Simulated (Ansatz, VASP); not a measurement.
**One calculation of CdF2, two programs**

INCAR

```
SYSTEM = CdF2
ALGO = Normal ; EDIFF = 1E-7
ENCUT = 520 ; ISIF = 2
ISMEAR = 0 ; LASPH = .True.
LCHARG = .False. ; LREAL = .False.
LWAVE = .False. ; NBANDS = 20
NELM = 100 ; PREC = Accurate
SIGMA = 0.05
```

Contents of KPOINTS:

```
k-points
0
Gamma
  8 8 8
  0 0 0
```

File POSCAR:

```
CdF2
1.0
    0.0000000000      2.6940000000      2.6940000000
    2.6940000000      0.0000000000      2.6940000000
    2.6940000000      2.6940000000      0.0000000000
Cd F
1 2
Direct
    0.0080366129      0.0080366129      0.0080366129
    0.2500000000      0.2500000000      0.2500000000
    0.7500000000      0.7500000000      0.7500000000
```

Input for Ansatz:

```yaml
crystal:
  lattice:
    - [0.0, 2.694, 2.694]
    - [2.694, 0.0, 2.694]
    - [2.694, 2.694, 0.0]
  atoms:
    - { symbol: Cd, position: [0.0080366129, 0.0080366129, 0.0080366129] }
    - { symbol: F, position: [0.25, 0.25, 0.25] }
    - { symbol: F, position: [0.75, 0.75, 0.75] }
basis:
  ecutwfc: 420
kpoints:
  mp_grid: { grid: [8, 8, 8] }
hamiltonian:
  xc: lda
scf:
  occupations: { method: gaussian, width: 0.05 }
output:
  forces: true
  stress: true
  eigenvalues: true
```

Change from the starting cell: all Cd atoms moved +0.075 Å, as atom 1 along Cartesian [1 1 1].

Alike in both runs: task single point; functional LDA; k mesh 8 × 8 × 8; occupations gaussian, width 0.05 eV; no spin polarisation.

```csv
,VASP,Ansatz
version,VASP 6.6.1,Ansatz 0.2.0
potentials or method,"VASP PAW LDA potentials, release 64 (Cd, F)","scalar-relativistic, plane waves, PAW"
plane-wave cutoff (eV),520,420
valence electrons in the cell,26,34
```

```tsv
	VASP	Ansatz	Ansatz less VASP
gap on the k mesh at the Fermi level (eV)	2.80	2.82	+0.015
least direct gap on the mesh (eV)	3.28	3.29	+0.008
pressure (GPa)	-4.4	-5.4	-0.99
largest component of the traceless stress (GPa)	0.20	0.19	-0.018
rms of the force components (eV/Å)	0.156	0.136	-0.0195
```

Atom by atom the forces differ by 0.020 eV/Å (rms over components). The two sets of potentials don't hold the same shells in valence.

A k mesh can miss the band edges.
